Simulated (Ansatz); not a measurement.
Random displacements in SiNi

These are results of Ansatz 0.2.0, DFT PBE, scalar-relativistic, plane waves, PAW, not measurements. Settings: plane waves to 420 eV, k-mesh 8×12×8 (Γ-centred), Gaussian smearing 0.15 eV. No spin polarisation. A magnetic state may lie lower. Energies are free energies at this smearing, counted from the undisturbed cell; pressure is positive in compression.

The starting cell (relaxed at this level):

```
CELL_PARAMETERS angstrom
5.15409 0.00000 0.00000
0.00000 3.37549 0.00000
0.00000 0.00000 5.61971
ATOMIC_POSITIONS crystal
Si 0.32125 0.75000 0.08408
Si 0.17875 0.25000 0.58408
Si 0.82125 0.75000 0.41592
Si 0.67875 0.25000 0.91592
Ni 0.00822 0.25000 0.18849
Ni 0.49178 0.75000 0.68849
Ni 0.50822 0.25000 0.31151
Ni 0.99178 0.75000 0.81151
```

The atoms are displaced (Å, in the unstrained cell):

| atom | ux | uy | uz |
| --- | --- | --- | --- |
| Si1 | -0.129 | 0.028 | 0.099 |
| Si2 | 0.132 | -0.008 | -0.023 |
| Si3 | -0.019 | 0.055 | 0.158 |
| Si4 | -0.176 | 0.060 | -0.033 |
| Ni5 | -0.020 | 0.047 | -0.061 |
| Ni6 | 0.070 | -0.140 | 0.092 |
| Ni7 | 0.024 | 0.023 | -0.110 |
| Ni8 | 0.119 | -0.065 | -0.121 |

Strain (Voigt, engineering shear): (0.0632, -0.0443, -0.0752, 0.0170, 0.0310, 0.0524).

What are the energy change, the stress and the forces?

ΔE = 306.5 meV/atom; stress (xx, yy, zz, yz, xz, xy; compression positive) (9.14, 22.87, 35.14, -8.13, -1.56, -11.35) GPa.
| atom | Fx (eV/Å) | Fy | Fz |
| --- | --- | --- | --- |
| Si1 | 0.21 | 0.25 | -0.35 |
| Si2 | -0.64 | -0.66 | -0.33 |
| Si3 | 0.57 | -0.12 | -2.43 |
| Si4 | 3.86 | -3.82 | 1.67 |
| Ni5 | -1.04 | -0.20 | -0.03 |
| Ni6 | -2.61 | 4.01 | -3.47 |
| Ni7 | 0.37 | -0.52 | 2.79 |
| Ni8 | -0.72 | 1.07 | 2.16 |

Cost: 1 run of about 4.7 core-minutes, on Intel Xeon Processor @ 2.50GHz (Skylake/Cascade Lake) (shared hosts).